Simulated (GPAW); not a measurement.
# Ge (Fd-3m) in GPAW: settings compared, part 3 of 3

GPAW 26.7.0.

## (5) One-shot levels of the hybrid HSE06, PBE

The input, run.py:

```python
import numpy as np
from ase.dft.bandgap import bandgap
from ase.io import read, write
from ase.units import GPa
from gpaw import GPAW, PW
from gpaw.hybrids import NonSelfConsistentHybridXCCalculator
from gpaw.hybrids.energy import non_self_consistent_energy

atoms = read('Ge.cif')

calc = GPAW(mode=PW(500),
            xc='PBE',
            kpts={'size': (5, 5, 5), 'gamma': True},
            occupations={'name': 'fermi-dirac', 'width': 0.05},
            nbands=13,
            convergence={'density': 1e-05, 'energy': 1e-05, 'bands': 9, 'eigenstates': 1e-07},
            maxiter=150,
            txt='gpaw.txt')
atoms.calc = calc
energy = atoms.get_potential_energy()
forces = atoms.get_forces()
stress = atoms.get_stress()
calc.write('gs.gpw')
write('result.traj', atoms)
print(f'Energy: {energy:.6f} eV')
print('Forces (eV/A):')
print(forces.round(4))
print('Stress (GPa):', (stress / GPa).round(3))
print('Fermi level:', round(calc.get_fermi_level(), 4), 'eV')
print(f'Gap: {bandgap(calc)[0]:.4f} eV, direct: {bandgap(calc, direct=True)[0]:.4f} eV')

for xc in ['HSE06', 'HSE03', 'YS-PBE0']:
    e = non_self_consistent_energy(calc, xc).sum()
    print(f'{xc} energy on these orbitals: {e:.6f} eV')
    nsc = NonSelfConsistentHybridXCCalculator.from_dft_calculation(
        calc.dft, xc, log=f'levels-{xc}.txt')
    dft_skn, hyb_skn = nsc.calculate(calc.dft.ibzwfs, 0, 9)
    np.savetxt(f'levels-{xc}.dat', hyb_skn.reshape((-1, hyb_skn.shape[-1])), fmt='%.4f')
```

The input, Ge.cif:

```cif
data_Ge
_cell_length_a 4.00068289
_cell_length_b 4.00068289
_cell_length_c 4.00068289
_cell_angle_alpha 60.00000000
_cell_angle_beta 60.00000000
_cell_angle_gamma 60.00000000
_space_group_name_H-M_alt 'P1'
_space_group_name_Hall 'P 1'
_space_group_IT_number 1
loop_
_space_group_symop_operation_xyz
'x,y,z'
loop_
_atom_site_label
_atom_site_type_symbol
_atom_site_symmetry_multiplicity
_atom_site_Wyckoff_symbol
_atom_site_fract_x
_atom_site_fract_y
_atom_site_fract_z
_atom_site_occupancy
Ge1 Ge 1 a 0.7500000000 0.7500000000 0.7500000000 1
Ge2 Ge 1 a 0.5000000000 0.5000000000 0.5000000000 1
```

Potentials or basis: GPAW PAW data sets (gpaw-data 1.2.1), pw.

On the command line:

```console
$ OMP_NUM_THREADS=1 python run.py
```

gpaw.txt:

```text
__  _  _
 | _ |_)|_||  |
 |__||  | ||/\| - 26.7.0

Input parameters:
  mode=PW(ecut=500.0),
  convergence={'density': 1e-05, 'energy': 1e-05, 'bands': 9, 'eigenstates': 1e-07},
  kpts=MonkhorstPack(size=(5, 5, 5), gamma=True),
  maxiter=150,
  nbands=13,
  occupations=Occupations(name='fermi-dirac', width=0.05),
  xc=XC(name='PBE')

Diagonalizing LCAO Hamiltonian
Converting LCAO to pw mode

             Ge
       Ge

Atoms  # Å, Bohr magnetons
|   | symbol |        x |        y |        z |    initial magnetic moments |
|---|--------|----------|----------|----------|-----------------------------|
| 0 |     Ge | 6.001024 | 3.464693 | 2.449908 | ( 0.0000,  0.0000,  0.0000) |
| 1 |     Ge | 4.000683 | 2.309795 | 1.633272 | ( 0.0000,  0.0000,  0.0000) |

Unit cell  # Å
| periodic |        x |        y |        z |  lengths |    angles |
|----------|----------|----------|----------|----------|-----------|
|      yes | 4.000683 | 0.000000 | 0.000000 | 4.000683 | 60.000000 |
|      yes | 2.000341 | 3.464693 | 0.000000 | 4.000683 | 60.000000 |
|      yes | 2.000341 | 1.154898 | 3.266544 | 4.000683 | 60.000000 |

Number of symmetries: 24
Symmetry operations  # r_c * U_cc + t_c -> r_c
|    | kind |            matrix            |
|----|------|------------------------------|
|  0 |  E   |  1, 0, 0,  0, 1, 0,  0, 0, 1 |
|  1 |  σ   |  1, 0, 0,  0, 0, 1,  0, 1, 0 |
|  2 |  σ   |  1, 0,-1,  0, 1,-1,  0, 0,-1 |
|  3 |  C3  |  1, 0,-1,  0, 0,-1,  0, 1,-1 |
|  4 |  C3  |  1,-1, 0,  0,-1, 1,  0,-1, 0 |
|  5 |  σ   |  1,-1, 0,  0,-1, 0,  0,-1, 1 |
|  6 |  σ   |  0, 1, 0,  1, 0, 0,  0, 0, 1 |
|  7 |  C3  |  0, 1, 0,  0, 0, 1,  1, 0, 0 |
|  8 |  C2  |  0, 1,-1,  1, 0,-1,  0, 0,-1 |
|  9 |  S4  |  0, 1,-1,  0, 0,-1,  1, 0,-1 |
| 10 |  C3  |  0, 0, 1,  1, 0, 0,  0, 1, 0 |
| 11 |  σ   |  0, 0, 1,  0, 1, 0,  1, 0, 0 |
| 12 |  S4  |  0, 0,-1,  1, 0,-1,  0, 1,-1 |
| 13 |  C3  |  0, 0,-1,  0, 1,-1,  1, 0,-1 |
| 14 |  S4  |  0,-1, 1,  1,-1, 0,  0,-1, 0 |
| 15 |  C2  |  0,-1, 1,  0,-1, 0,  1,-1, 0 |
| 16 |  C3  |  0,-1, 0,  1,-1, 0,  0,-1, 1 |
| 17 |  S4  |  0,-1, 0,  0,-1, 1,  1,-1, 0 |
| 18 |  S4  | -1, 1, 0, -1, 0, 1, -1, 0, 0 |
| 19 |  C3  | -1, 1, 0, -1, 0, 0, -1, 0, 1 |
| 20 |  C3  | -1, 0, 1, -1, 1, 0, -1, 0, 0 |
| 21 |  S4  | -1, 0, 1, -1, 0, 0, -1, 1, 0 |
| 22 |  σ   | -1, 0, 0, -1, 1, 0, -1, 0, 1 |
| 23 |  C2  | -1, 0, 0, -1, 0, 1, -1, 1, 0 |

BZ-sampling:
  Number of BZ points: 125
  Number of IBZ points: 10

  Monkhorst-Pack size: [5, 5, 5]
  Monkhorst-Pack shift: [0, 0, 0]

K-points  # in reciprocal-cell coordinates
|   |                                coordinates |     weight |
|---|--------------------------------------------|------------|
| 0 | (  0.00000000,   0.00000000,   0.00000000) | 0.00800000 |
| 1 | (  0.20000000,   0.20000000,   0.00000000) | 0.04800000 |
| 2 | (  0.20000000,   0.20000000,   0.20000000) | 0.06400000 |
| 3 | (  0.40000000,   0.20000000,  -0.20000000) | 0.19200000 |
| 4 | (  0.40000000,   0.20000000,   0.20000000) | 0.09600000 |
| 5 | (  0.40000000,   0.40000000,  -0.40000000) | 0.19200000 |
| 6 | (  0.40000000,   0.40000000,  -0.20000000) | 0.09600000 |
| 7 | (  0.40000000,   0.40000000,   0.00000000) | 0.04800000 |
| 8 | (  0.40000000,   0.40000000,   0.20000000) | 0.19200000 |
| 9 | (  0.40000000,   0.40000000,   0.40000000) | 0.06400000 |

Plane wave coefficients: 1167
Cutoff: 500.0 eV

Spin-components: 1 (collinear spins)
Bands:           13
Projectors:      10
Spin-degeneracy: 2
Datatype:        complex128

Parallelization:
  kpt:    1
  domain: 1
  band:   1

Density:
  Valence electrons: 8.0
  Components: 1
  Grid points: [21 21 21]
  Charge: 0.0  # |e|

Potential:
  Grid points: [21 21 21]

species:
  Ge:
    name:    Germanium
    Z:       32.0
    valence: 4
    core:    28
    charge:  0.0  # [|e|]
    compensation charges:
      type: gauss
      rc: 0.32  # [Å]
      lmax: 2
    cutoffs:
      filter: 1.77  # [Å]
      core: 3.42  # [Å]
    projectors
    | kind |    occ | energy [eV] | rcut [Å] |
    |------|--------|-------------|----------|
    |   4s |  2.000 |     -11.726 |    1.005 |
    |   4p |  2.000 |      -3.896 |    1.005 |
    |    s |        |      15.485 |    1.005 |
    |    p |        |      23.315 |    1.005 |
    |    d |        |       0.000 |    1.005 |

    Using partial waves for Ge as LCAO basis

Reference energy: -114195.275705  # eV

eigensolver:
  PPCG
  Converge bands: 9
  niter=2

density mixing:
  MSR1-Mixer
  Pratt-step length: 0.05
  Maximum mixing coefficient: 0.75
  Old densities: 10
  SVD Regularization: 0.005
  Good broyden scale: 1.0
  Trust region scale: 1.0
  Backstep threshold: 4.0
  History deletion threshold: 6.0
  Fourier metric: weight=20.0, sigma=0.015

occupation numbers:
  Fermi-Dirac:
    width: 0.0500  # eV

poisson solver:
  ecut: 4000.0  # eV

xc functional:
  name: PBE with 2 nearest neighbor stencil

convergence criteria:
- Maximum integral of absolute [dens]ity change: 1e-05 electrons / valence electron
- Maximum [total energy] change in last 3 cyles: 1e-05 eV / valence electron
- Maximum integral of absolute [eigenst]ate change: 1e-07 eV^2 / valence electron
maximum number of iterations: 150

SCF iterations
|iter     | |      energy | eigst |  dens |
|---------|-|-------------|-------|-------|
|iter:   1| |   -8.939278 | +1.29 |       |
|iter:   2| |   -8.935851 | -0.55 | -0.90 |
|iter:   3| |   -8.901616 | -1.77 | -0.92 |
|iter:   4| |   -8.901702 | -3.33 | -1.51 |
|iter:   5| |   -8.901795 | -4.98 | -2.48 |
|iter:   6| |   -8.901804 | -6.47 | -3.16 |
|iter:   7| |   -8.901805c| -7.70c| -3.75 |
|iter:   8| |   -8.901805c| -8.32c| -5.16c|

Converged in 8 steps
Energy contributions relative to reference atoms: (reference = -114195.275705)

Energy contributions:
  Kinetic:          26.213811
  Coulomb:         -23.240525
  Zero:              0.008262
  External:          0.000000
  Xc:              -11.882262
  Entropy:          -0.002182
  Spinorbit:         0.000000
  ----------------------------
  Free energy:      -8.902896
  Extrapolated:     -8.901805

dipole moment: (5.222821, 3.015397, 2.132208)  # |e|*Ang

Fermi level: 6.073
Eigenvalues  # (at kpt = [0.000, 0.000, 0.000])
| band index |      eig [eV] | occ [0-2] |
|------------|---------------|-----------|
|          0 |        -6.761 |     2.000 |
|          1 |         5.997 |     1.642 |
|          2 |         5.997 |     1.642 |
|          3 |         5.997 |     1.642 |
|          4 |         6.091 |     0.829 |
|          5 |         8.549 |     0.000 |
|          6 |         8.549 |     0.000 |
|          7 |         8.549 |     0.000 |
|          8 |        12.452 |     0.000 |
|          9 |        15.375 |     0.000 |
|         10 |        15.375 |     0.000 |
|         11 |        16.790 |     0.000 |
|         12 |        16.790 |     0.000 |

Gap: 0.093 eV
Transition (v -> c):
  (s=0, k=0, n=3, [0.00, 0.00, 0.00]) -> (s=0, k=0, n=4, [0.00, 0.00, 0.00])
No difference between direct/indirect transitions

Forces  # eV/Ang
|        x |        y |        z |
|----------|----------|----------|
|  0.00000 | -0.00000 |  0.00000 |  # Ge   0
| -0.00000 |  0.00000 | -0.00000 |  # Ge   1

Stress tensor  # eV/Ang^3
|         x |         y |         z |
|-----------|-----------|-----------|
| -0.025142 |  0.000000 | -0.000000 |
|  0.000000 | -0.025142 |  0.000000 |
| -0.000000 |  0.000000 | -0.025142 |

# Writing to gs.gpw (mode='')
```

Run time: 2.3 min. Hardware: 1 thread of Arm Neoverse V2, shared host; peak memory 0.33 GiB.

What came out:

```yaml
Free_energy: -8.9029 eV
Pressure: 4.0 GPa
Band_gap_on_the_k_mesh: 0.09 eV, direct
Band_gap_of_the_one-shot_hybrid: 0.72 eV
Direct_band_gap_of_the_one-shot_hybrid: 0.72 eV
```

Band gaps from one-shot exact exchange on these states (eV): hse06 0.72, hse03 0.72, ys_pbe0 0.05

Caveat: the k mesh is coarse; the cutoff is short for stress and forces, so pressures can be off by a GPa or more; energy and the plain gap are those of the semilocal run; the hybrids' values are one shot on its orbitals and mesh; an odd mesh through Γ misses points on the zone boundary, where band edges often lie.

## (6) Band structure, vdW-DF2, spin-orbit coupling, no magnetisation

The input, run.py:

```python
import numpy as np
from ase.dft.bandgap import bandgap
from ase.io import read, write
from gpaw import GPAW, PW
from gpaw.spinorbit import soc_eigenstates

atoms = read('POSCAR')

calc = GPAW(mode=PW(600),
            xc={'name': 'vdW-DF2', 'backend': 'libvdwxc'},
            kpts={'size': (8, 8, 8), 'gamma': True},
            occupations={'name': 'fermi-dirac', 'width': 0.05},
            nbands=11,
            convergence={'density': 1e-05, 'energy': 1e-05},
            maxiter=150,
            txt='gpaw.txt')
atoms.calc = calc
energy = atoms.get_potential_energy()
forces = atoms.get_forces()
calc.write('gs.gpw')
write('result.traj', atoms)
print(f'Energy: {energy:.6f} eV')
print('Forces (eV/A):')
print(forces.round(4))
print('Fermi level:', round(calc.get_fermi_level(), 4), 'eV')
print(f'Gap: {bandgap(calc)[0]:.4f} eV, direct: {bandgap(calc, direct=True)[0]:.4f} eV')

path = atoms.cell.bandpath('GXWKGLUWLK,UX', npoints=60, eps=1e-4)
bs_calc = calc.fixed_density(kpts=path, symmetry='off', nbands=21,
                             convergence={'bands': 'CBM+6.0', 'eigenstates': 1e-6}, txt='bands.txt')
bs = bs_calc.band_structure()
bs.write('bs.json')
print(f'Gap on the path: {bandgap(bs_calc)[0]:.4f} eV')

soc = soc_eigenstates(bs_calc, theta=90, phi=0)
np.savetxt('soc_bands.dat', soc.eigenvalues(), fmt='%.4f')
mesh = soc_eigenstates('gs.gpw', theta=90, phi=0)
np.savetxt('soc_mesh.dat', mesh.eigenvalues(), fmt='%.4f')
print('Fermi level with spin-orbit coupling:', round(mesh.fermi_level, 4), 'eV')
```

The input, POSCAR:

```
Ge
1.0
    0.0000000000      2.8289100000      2.8289100000
    2.8289100000      0.0000000000      2.8289100000
    2.8289100000      2.8289100000      0.0000000000
Ge
2
Direct
    0.7500000000      0.7500000000      0.7500000000
    0.5000000000      0.5000000000      0.5000000000
```

Potentials or basis: GPAW PAW data sets (gpaw-data 1.2.1), pw.

On the command line:

```console
$ OMP_NUM_THREADS=1 python run.py
```

gpaw.txt:

```text
__  _  _
 | _ |_)|_||  |
 |__||  | ||/\| - 26.7.0

Input parameters:
  mode=PW(ecut=600.0),
  convergence={'density': 1e-05, 'energy': 1e-05},
  kpts=MonkhorstPack(size=(8, 8, 8), gamma=True),
  maxiter=150,
  nbands=11,
  occupations=Occupations(name='fermi-dirac', width=0.05),
  xc=XC(name='vdW-DF2', backend='libvdwxc')

Diagonalizing LCAO Hamiltonian
Converting LCAO to pw mode

           Ge

       Ge

Atoms  # Å, Bohr magnetons
|   | symbol |        x |        y |        z |    initial magnetic moments |
|---|--------|----------|----------|----------|-----------------------------|
| 0 |     Ge | 4.243365 | 4.243365 | 4.243365 | ( 0.0000,  0.0000,  0.0000) |
| 1 |     Ge | 2.828910 | 2.828910 | 2.828910 | ( 0.0000,  0.0000,  0.0000) |

Unit cell  # Å
| periodic |        x |        y |        z |  lengths |    angles |
|----------|----------|----------|----------|----------|-----------|
|      yes | 0.000000 | 2.828910 | 2.828910 | 4.000683 | 60.000000 |
|      yes | 2.828910 | 0.000000 | 2.828910 | 4.000683 | 60.000000 |
|      yes | 2.828910 | 2.828910 | 0.000000 | 4.000683 | 60.000000 |

[... 147 lines left out ...]
|iter:   6| | -141.569074 | -5.90 | -3.07 |
|iter:   7| | -141.569076c| -6.78 | -3.67 |
|iter:   8| | -141.569076c| -8.77c| -4.54 |
|iter:   9| | -141.569076c| -8.20c| -5.14c|

Converged in 9 steps
Energy contributions relative to reference atoms: (reference = -114195.275705)

Energy contributions:
  Kinetic:          38.526303
  Coulomb:         -34.546041
  Zero:             -0.107073
  External:          0.000000
  Xc:             -145.441897
  Entropy:          -0.000733
  Spinorbit:         0.000000
  ----------------------------
  Free energy:    -141.569442
  Extrapolated:   -141.569076

dipole moment: (3.629119, 3.629119, 3.629119)  # |e|*Ang

Fermi level: 6.087
Eigenvalues  # (at kpt = [0.000, 0.000, 0.000])
| band index |      eig [eV] | occ [0-2] |
|------------|---------------|-----------|
|          0 |        -6.715 |     2.000 |
|          1 |         5.872 |     1.973 |
|          2 |         6.076 |     1.108 |
|          3 |         6.076 |     1.108 |
|          4 |         6.076 |     1.108 |
|          5 |         8.680 |     0.000 |
|          6 |         8.680 |     0.000 |
|          7 |         8.680 |     0.000 |
|          8 |        12.657 |     0.000 |
|          9 |        15.691 |     0.000 |
|         10 |        15.692 |     0.000 |

No gap
No difference between direct/indirect transitions

Forces  # eV/Ang
|        x |        y |        z |
|----------|----------|----------|
|  0.00000 |  0.00000 |  0.00000 |  # Ge   0
| -0.00000 | -0.00000 | -0.00000 |  # Ge   1

# Writing to gs.gpw (mode='')
```

stdout:

```text
Energy: -141.569076 eV
Forces (eV/A):
[[ 0.  0.  0.]
 [-0. -0. -0.]]
Fermi level: 6.0871 eV
Gap: 0.0000 eV, direct: 0.0000 eV
Gap on the path: 0.0000 eV
Fermi level with spin-orbit coupling: 6.1154 eV
```

bands.txt:

```text
Diagonalizing LCAO Hamiltonian
Converting LCAO to pw mode
convergence criteria:
- Maximum integral of absolute [eigenst]ate change: 1e-06 eV^2 / valence electron
maximum number of iterations: 150

SCF iterations
|iter     | |      energy | eigst |  dens |
[... 65 lines left out ...]
         [0.42857143, 0.42857143, 0.64285714],
         [0.41071429, 0.41071429, 0.67857143],
         [0.39285714, 0.39285714, 0.71428571],
         [0.375     , 0.375     , 0.75      ],
         [0.625     , 0.25      , 0.625     ],
         [0.59375   , 0.1875    , 0.59375   ],
         [0.5625    , 0.125     , 0.5625    ],
         [0.53125   , 0.0625    , 0.53125   ],
         [0.5       , 0.        , 0.5       ]])),
  maxiter=150,
  nbands=21,
  occupations=Occupations(name='fermi-dirac', width=0.05),
  symmetry=Symmetry(point_group=False, time_reversal=False),
  xc=XC(name='vdW-DF2', backend='libvdwxc')
```

Run time: 20 s. Hardware: 1 thread of Arm Neoverse V2, shared host; peak memory 0.25 GiB.

Results:

| Quantity | Value |
| --- | --- |
| Free energy | -141.5694 eV |
| Band gap along the path | none (metal or under the smearing width) |

Levels at the corners of the path, in eV from the Fermi level:
| point | band 5 | band 6 | band 7 | band 8 | band 9 | band 10 | band 11 | band 12 |
| --- | --- | --- | --- | --- | --- | --- | --- | --- |
| Γ | -0.24 | -0.24 | 0.07 | 0.07 | 0.07 | 0.07 | 2.41 | 2.41 |
| X | -3.06 | -3.06 | -3.06 | -3.06 | 0.81 | 0.81 | 0.81 | 0.81 |
| W | -3.91 | -3.91 | -3.83 | -3.83 | 4.20 | 4.20 | 4.35 | 4.35 |
| K | -4.29 | -4.29 | -2.63 | -2.63 | 1.20 | 1.20 | 4.10 | 4.10 |
| Γ | -0.24 | -0.24 | 0.07 | 0.07 | 0.07 | 0.07 | 2.41 | 2.41 |
| L | -1.53 | -1.53 | -1.33 | -1.33 | 0.09 | 0.09 | 3.75 | 3.75 |
| U | -4.29 | -4.29 | -2.63 | -2.63 | 1.20 | 1.20 | 4.10 | 4.10 |
| W | -3.91 | -3.91 | -3.83 | -3.83 | 4.20 | 4.20 | 4.35 | 4.35 |
| L | -1.53 | -1.53 | -1.33 | -1.33 | 0.09 | 0.09 | 3.75 | 3.75 |
| K | -4.29 | -4.29 | -2.63 | -2.63 | 1.20 | 1.20 | 4.10 | 4.10 |
| U | -4.29 | -4.29 | -2.63 | -2.63 | 1.20 | 1.20 | 4.10 | 4.10 |
| X | -3.06 | -3.06 | -3.06 | -3.06 | 0.81 | 0.81 | 0.81 | 0.81 |

Caveat: spin-orbit coupling was added after a scalar SCF, so levels and gaps hold it while energy, forces, pressure and moments don't; this program's spin-orbit splittings come out too wide for heavy elements; the PAW data sets were made with another functional, which shifts forces and pressure a little; this crystal is a semiconductor, whose small gap the functional closes, so the metal is an error of the method.

## (7) The runs side by side

```csv
task,level,spin,k mesh,cutoff (eV),band path,band points,spin axis theta (degrees),spin axis phi (degrees),hybrids on these orbitals,gap on the mesh (eV),pressure (GPa)
band structure,r2SCAN,"SOC, no magnetisation",8 × 8 × 8,600,"GXWKGLUWLK,UX",100,0,0,-,0.36,0.7
equation of state,r2SCAN+D4,off,8 × 8 × 8,600,-,-,-,-,-,-,-
equation of state,optPBE-vdW,off,8 × 8 × 8,600,-,-,-,-,-,-,-
one-shot levels of the hybrid HSE06,PBE,off,5 × 5 × 5,500,-,-,-,-,"["HSE06", "HSE03", "YS-PBE0"]",0.09,4.0
band structure,vdW-DF2,"SOC, no magnetisation",8 × 8 × 8,600,"GXWKGLUWLK,UX",60,90,0,-,-,-
```

Alike in all rows: potentials or basis GPAW PAW data sets (gpaw-data 1.2.1), pw; cell as given; smearing fermi-dirac 0.05 eV.

Caveats: the PAW data sets were made with another functional, which shifts forces and pressure a little (some runs); spin-orbit coupling was added after a scalar SCF, so levels and gaps hold it while energy, forces, pressure and moments don't (some runs); this program's spin-orbit splittings come out too wide for heavy elements (some runs); the points scatter about the fit (some runs); the cutoff is short for stress and forces, so pressures can be off by a GPa or more (some runs); energy and the plain gap are those of the semilocal run (some runs).

Absolute energies hang on the potentials; compare differences alone.

## (8) Comparison with measurements

Step 2. Against the measured gap of Ge, 0.807 eV (direct; 300 K; “Electronic and optical properties of SixGe1-x-ySny alloys lattice-matched to Ge”, 2021, arxiv:2109.02782), the calculated 0.36 eV is off by -0.45 eV. 3 values of this kind are on record (0.666 to 0.807 eV); this one was drawn at random among those near their median. The value is that of r2SCAN, without temperature or zero-point motion.

Step 5. The gap isn't set beside the measured one, since this odd mesh misses points on the zone boundary.

Step 6. Against the measured gap of Ge, 0.807 eV (direct; 300 K; “Electronic and optical properties of SixGe1-x-ySny alloys lattice-matched to Ge”, 2021, arxiv:2109.02782), the calculated 0.00 eV is off by -0.81 eV. 3 values of this kind are on record (0.666 to 0.807 eV); this one was drawn at random among those near their median. The value is that of vdW-DF2, without temperature or zero-point motion.
